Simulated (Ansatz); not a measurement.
# TiO2: convergence and cost

Aim, for TiO2: see how the k-point mesh on the displaced cell moves the results.

Program: Ansatz 0.2.0. Level of theory: DFT PBE, scalar-relativistic, plane waves, PAW. These are calculated values, not measurements.

1 further run of the same task is left out (it didn't finish).

### 1 Starting point

Symmetry: C2/c, No. 15, monoclinic system. Conventional cell: a = 5.412 Å, b = 5.413 Å, c = 5.472 Å, α = 90.00°, β = 118.77°, γ = 90.00°. Ti (site symmetry 2) has 6 O at 1.93 to 2.00 Å as nearest neighbours. O (site symmetry 1) is surrounded by 3 Ti at 1.93 to 2.00 Å.

Cell or atoms stand a little off a more symmetric structure (I4_1/amd at a tolerance of 0.3 Å), so results at this geometry aren't those of that ideal crystal.

As a file:

```
Ti O
1.0
     2.70603   -2.70666    0.00000
     2.70603    2.70666    0.00000
    -2.63353    0.00000    4.79664
Ti O
2 4
Direct
  0.13411 0.86589 0.25000
  0.86589 0.13411 0.75000
  0.33122 0.08876 0.66715
  0.66878 0.91124 0.33285
  0.91124 0.66878 0.83285
  0.08876 0.33122 0.16715
```

Source of the structure: the Materials Project (structure only). It is taken as it stands there.

### 2 The base run, which the others are set against

input.yaml

```yaml
crystal:
  lattice:
    - [2.706034, -2.706655, 0.0]
    - [2.706034, 2.706655, 0.0]
    - [-2.633531, 0.0, 4.796637]
  atoms:
    - { symbol: Ti, position: [0.13411, 0.86589, 0.25] }
    - { symbol: Ti, position: [0.86589, 0.13411, 0.75] }
    - { symbol: O, position: [0.331221, 0.088755, 0.667149] }
    - { symbol: O, position: [0.668779, 0.911245, 0.332851] }
    - { symbol: O, position: [0.911245, 0.668779, 0.832851] }
    - { symbol: O, position: [0.088755, 0.331221, 0.167149] }
basis:
  ecutwfc: 420
kpoints:
  mp_grid: { grid: [8, 8, 6] }
hamiltonian:
  xc: pbe
scf:
  occupations: { method: gaussian, width: 0.02 }
output:
  forces: true
  stress: true
  eigenvalues: true
  populations: true
  write_density: true
  write_potential: true
  elf: true
  volumetric_format: npy
```

Its results, from an earlier run: -1212.9146 eV/atom at zero smearing, pressure -1.66 GPa, largest force 0.128 eV/Å, gap on the mesh 2.07 eV, in 6 SCF cycles and 37 s.

The runs on the displaced cell use a copy made earlier, with the atoms moved and the axes strained (about 1 %) at random, so that forces and shear stress do not vanish.

### 3 K-point mesh on the displaced cell set to 1×1×1

input.yaml

```yaml
crystal:
  lattice:
    - [2.6805548658, -2.7284128728, -0.0617389515]
    - [2.6752617647, 2.7231209861, -0.0543959535]
    - [-2.709087563, 0.0090815493, 4.8052823094]
  atoms:
    - { symbol: Ti, position: [0.1219484995, 0.8575515384, 0.2362471605] }
    - { symbol: Ti, position: [0.8755807488, 0.1482181876, 0.7558577591] }
    - { symbol: O, position: [0.3540058329, 0.0989456189, 0.673829521] }
    - { symbol: O, position: [0.6731971283, 0.9418963086, 0.3216654504] }
    - { symbol: O, position: [0.9681807552, 0.6826863602, 0.8467382601] }
    - { symbol: O, position: [0.0640405078, 0.3491038293, 0.1745947979] }
basis:
  ecutwfc: 420
kpoints:
  mp_grid: { grid: [1, 1, 1] }
hamiltonian:
  xc: pbe
scf:
  occupations: { method: gaussian, width: 0.02 }
output:
  forces: true
  stress: true
  eigenvalues: true
```

On the command line:

```
> ansatz run input.yaml --threads 1 --pin off --max-ram 2560MiB --backend cpu --events-out ev --progress --plain --runs-dir out
```

Further runs follow: K-point mesh on the displaced cell: 2×2×2; K-point mesh on the displaced cell: 4×4×2; K-point mesh on the displaced cell: 4×4×4; K-point mesh on the displaced cell set to 6×6×4.

Q: Predict the outcome of the series: the values and the trend.

As calculated:

| quantity | value |
| --- | --- |
| k-point mesh on the displaced cell: within 10 and 1 meV/atom of 6×6×6 from | 4×4×2 for 10; 4×4×2 for 1 |

For the k-point mesh on the displaced cell, the energy stays within 1 meV/atom of the reference from 4×4×2 on, at about 0.1 of the reference's time. The reference is only the best run made, not a proven limit. A mesh shows the true gap only if it holds both band edges, so the gap need not fall steadily as the mesh grows. The error changes sign along the series, since a k mesh isn't variational. Forces stay within 0.01 eV/Å of the reference from 6×6×4 on.
